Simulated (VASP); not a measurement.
Ga: equation of state with PBE

Ga:

```
Ga
1.0
    -1.38440    1.38440    2.31122
     1.38440   -1.38440    2.31122
     1.38440    1.38440   -2.31122
Ga
1
Direct
  0.00000 0.00000 0.00000
```

This isn't the form of Ga at room conditions, which is orthorhombic.

| Quantity | Value |
| --- | --- |
| Program | VASP 6.6.1 |
| Task | equation of state |
| Functional | PBE |
| Potentials or basis | VASP PAW PBE potentials, release 64 (Ga_d) |
| Cutoff | 520 eV |
| k mesh | 13 × 13 × 13 |
| Occupations | fermi-dirac, width 0.05 eV |
| Spin | no spin polarisation |

```yaml
Equilibrium_volume: "18.87 Å³/atom (rough: see the caveat)"
Bulk_modulus_at_fixed_shape_and_positions: 48 GPa (rough)
```

Energy against volume, from the lowest point:
```
volume (Å³/atom)  energy (meV/atom)
          16.655              51.33
          17.010              34.56
          17.364              21.60
          17.718              12.03
          18.073               5.48
          18.427               1.58
          18.781               0.00
```

All runs of the series together: 2.7 min on 1 thread of Intel(R) Xeon(R) Platinum 8559C (Emerald Rapids), on a shared host.

Caveat: the minimum lies outside the volumes run; the cell was scaled at fixed shape and fractional positions, which overstates the stiffness of a crystal with free parameters, most of all of layers and chains.
